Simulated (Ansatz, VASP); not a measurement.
Two plane-wave programs on Ir

The input INCAR:

```
SYSTEM = Ir
PREC = Accurate
ENCUT = 520
EDIFF = 1E-6
ISMEAR = -1
SIGMA = 0.1
LREAL = .False.
LASPH = .True.
NELM = 80
ALGO = Normal
ISIF = 2
LWAVE = .False.
LCHARG = .True.
GGA = RP
LELF = .True.
LVHAR = .True.
NBANDS = 10
```

File KPOINTS:

```
Automatic mesh
0
Gamma
  23 23 23
  0 0 0
```

Contents of POSCAR:

```
Ir
1.0
    0.0000000000      2.0188285236      2.0188285236
    2.0188285236      0.0000000000      2.0188285236
    2.0188285236      2.0188285236      0.0000000000
Ir
1
Direct
    0.0000000000      0.0000000000      0.0000000000
```

Input for Ansatz:

```yaml
crystal:
  lattice:
    - [0.0, 2.0188285238, 2.0188285238]
    - [2.0188285238, 0.0, 2.0188285238]
    - [2.0188285238, 2.0188285238, 0.0]
  atoms:
    - { symbol: Ir, position: [0.0, 0.0, 0.0] }
hamiltonian:
  xc: rpbe
  pseudopotentials:
    kind: paw
    azcp:
      Ir: "pseudopotentials/Ir.paw.azcp"
basis:
  ecutwfc: 420
  fft_grid_basis: typed
kpoints:
  mp_grid: { grid: [23, 23, 23], shift: [0, 0, 0] }
magnetization:
  spin_polarized: false
scf:
  occupations: { method: fermi_dirac, width: 0.1 }
output:
  stress: true
```

Alike in both runs: task single point; functional RPBE; k mesh 23 × 23 × 23; occupations fermi-dirac, width 0.1 eV; no spin polarisation.

|  | VASP | Ansatz |
| --- | --- | --- |
| version | VASP 6.6.1 | Ansatz 0.2.0 |
| potentials or method | VASP PAW PBE potentials, release 64 (Ir) | plane waves (420 eV) with PAW, scalar-relativistic |
| plane-wave cutoff (eV) | 520 | 420 |
| valence electrons in the cell | 9 | 17 |

|  | VASP | Ansatz | Ansatz less VASP |
| --- | --- | --- | --- |
| pressure (GPa) | -27.8 | -27.9 | -0.19 |

The two sets of potentials don't hold the same shells in valence.

Caveats: so large a pressure means that the cell lies far from this level's equilibrium, or that cutoff or potentials fall short (VASP); the potentials were made for another functional, which shifts forces and pressure (VASP). The runs have no spin-orbit coupling, so splittings on Ir are missing.
